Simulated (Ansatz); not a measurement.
Set up this calculation in Ansatz 0.2.0, as the native input.

* Task: single point
* Functional: r2SCAN0
* Potentials or basis: Ansatz PAW
* Cutoff: 500 eV (not typed: the program's choice for these potentials)
* k mesh: 7 × 7 × 7
* Occupations: fermi-dirac, width 0.05 eV
* Spin: no spin polarisation
* Share of exact exchange: 0.25

Crystal: O.

```
CELL_PARAMETERS angstrom
0.00000 1.88989 3.89884
1.50177 0.00000 3.89884
1.50177 1.88989 0.00000
ATOMIC_POSITIONS crystal
O 0.57890 0.57890 0.42110
O 0.42110 0.42110 0.57890
```

These files were run (other wordings do the same):

input.yaml

```yaml
crystal:
  lattice:
    - [0.0, 1.889885, 3.898837]
    - [1.501773, 0.0, 3.898837]
    - [1.501773, 1.889885, 0.0]
  atoms:
    - { symbol: O, position: [0.578902, 0.578902, 0.421098] }
    - { symbol: O, position: [0.421098, 0.421098, 0.578902] }
hamiltonian:
  xc: { exchange: r2scan, correlation: r2scan, exx: { coeff: 0.25 } }
  pseudopotentials: { kind: paw }
kpoints:
  mp_grid: { grid: [7, 7, 7] }
scf:
  occupations: { method: fermi_dirac, width: 0.05 }
output:
  forces: true
  stress: true
  eigenvalues: true
```

Potentials or basis: Ansatz PAW.

Launch:

```bash
$ ansatz run input.yaml --threads 2 --pin off --max-ram 5632MiB --backend cpu --events-out ev --progress --plain --runs-dir out
```

It gave:

```json
{
  "Pressure": "-15.0 GPa",
  "Largest force": "3.631 eV/Å",
  "Band gap on the k mesh": "none (metal or under the smearing width)"
}
```

Caveat: the k mesh is coarse (spacing up to 0.40 Å⁻¹), so the values aren't converged, least of all with exact exchange; spin is off for a triplet molecule; the PAW data sets come from PBE, with cores solved anew for the run's functional, which leaves a small shift of forces and pressure; forces of over 1 eV/Å show positions far from the minimum, so gaps and moduli don't describe the material at rest; the thresholds are loose for stress.

Run time: 15 s on 2 threads of AMD EPYC 9R45 96-Core Processor (Zen 5) (shared host), peak memory 1.2 GiB.
